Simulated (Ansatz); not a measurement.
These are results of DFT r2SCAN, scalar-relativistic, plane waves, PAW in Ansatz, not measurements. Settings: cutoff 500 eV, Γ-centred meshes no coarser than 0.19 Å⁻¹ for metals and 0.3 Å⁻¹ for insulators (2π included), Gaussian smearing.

All energies are static (0 K, no zero-point motion). Only the structures computed here compete, so a lower one can exist. For metals, differences of a few meV/atom aren't resolved. No run is spin-polarised.

3 distinct structures were compared, and only named types are asked about.

Question: Which is lower for Ti₂C, the anti-cadmium chloride or the anti-beta-cristobalite structure, and by how much?

Answer: The anti-cadmium chloride structure, by 2016 meV/atom. It takes 13.2 Å³/atom against 31.0.